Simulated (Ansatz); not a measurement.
# Mg: the cost of one run

Program: Ansatz 0.2.0. Level of theory: DFT PBE, scalar-relativistic, plane waves, PAW. These are calculated values, not measurements.

### 1 The structure to begin with

It takes space group P6_3/mmc (No. 194, hexagonal). The conventional cell has a = 3.172 Å, b = 3.172 Å, c = 5.141 Å, α = 90.00°, β = 90.00°, γ = 120.00°. Mg (site symmetry -6m2) is surrounded by 12 Mg at 3.16 to 3.17 Å.

Coordinates:

```
CELL_PARAMETERS angstrom
3.17202 0.00000 0.00000
-1.58601 2.74705 0.00000
0.00000 0.00000 5.14120
ATOMIC_POSITIONS crystal
Mg 0.33333 0.66667 0.25000
Mg 0.66667 0.33333 0.75000
```

Source of the structure: the Materials Project (structure only).

(A quick probe on a coarse mesh, which set the mesh and smearing, is not shown.)

### 3 Full relaxation

Contents of input.yaml:

```yaml
crystal:
  lattice:
    - [3.17202329, 0.0, 0.0]
    - [-1.58601164, 2.74705275, 0.0]
    - [0.0, 0.0, 5.1412049]
  atoms:
    - { symbol: Mg, position: [0.33333333, 0.66666667, 0.25] }
    - { symbol: Mg, position: [0.66666667, 0.33333333, 0.75] }
basis:
  ecutwfc: 420
kpoints:
  mp_grid: { grid: [18, 18, 8] }
hamiltonian:
  xc: pbe
scf:
  occupations: { method: gaussian, width: 0.1 }
output:
  forces: true
  stress: true
  eigenvalues: true
  write_density: true
  write_potential: true
  elf: true
  volumetric_format: npy
relax:
  adjacent_minimum: "off"
  f_tol: 0.005
  max_steps: 80
  cell: { stress_tol: 0.05 }
```

The run is started by

```console
$ ansatz run input.yaml --threads 4 --pin off --max-ram 8192MiB --backend cpu --events-out ev --progress --plain --runs-dir out
```

Q: Estimate wall time and peak memory on 4 threads of Intel Xeon at 2.70GHz, shared host.

About 7.4 s, with a peak of 0.45 GiB.
